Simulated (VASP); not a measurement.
Wanted: the native input for a VASP 6.6.1 run.

```yaml
Task: relaxation of cell and atoms
Functional: RPBE
Potentials_or_basis: VASP PAW PBE potentials, release 64 (Au)
Cutoff: 600 eV
k_mesh: 18 × 18 × 18
Occupations: gaussian, width 0.1 eV
Spin: no spin polarisation
Further_INCAR_settings: ALGO = Normal; EDIFF = 1e-07; IBRION = 2; EDIFFG = -0.005; NSW = 90; ISIF = 3
```

The structure of Au lies in POSCAR:

```
Au
1.0
   -1.6198059000      1.6198059000      1.6198059000
    1.6198059000     -1.6198059000      1.6198059000
    1.6198059000      1.6198059000     -1.6198059000
Au
1
Direct
    0.0000000000      0.0000000000      0.0000000000
```

This isn't the form of Au at room conditions, which is fcc.

The input as run:

INCAR

```
PREC = Accurate
ENCUT = 600
EDIFF = 1E-7
ISMEAR = 0
SIGMA = 0.1
LREAL = False
LASPH = True
NELM = 100
ALGO = Normal
ISIF = 3
LWAVE = False
LCHARG = False
GGA = RP
IBRION = 2
NSW = 90
EDIFFG = -0.005
```

KPOINTS

```
Automatic mesh
0
Gamma
  18 18 18
```

Potentials or basis: VASP PAW PBE potentials, release 64 (Au).

Run with:

```sh
$ cat potpaw_PBE.64/Au/POTCAR > POTCAR
$ mpirun -np 1 vasp_std > vasp.out
```

It gave:

The relaxed volume is 18.51 Å³/atom and the relaxed cell is a = 2.886 Å, b = 2.886 Å, c = 2.886 Å, α = 109.47°, β = 109.47°, γ = 109.47°. The space group after relaxing (to 0.05 Å) is Im-3m (No. 229) and the energy gained by relaxing is 56.0 meV/atom. The ionic steps are 19. The pressure after relaxing is 0.0 GPa and the band gap on the k mesh is none (metal or under the smearing width).

Caveat: the PAW data sets were made with another functional, which shifts forces and pressure a little.

It took 85 s on 1 thread of Intel(R) Xeon(R) Platinum 8488C (Sapphire Rapids) (shared host), peak memory 0.18 GiB.
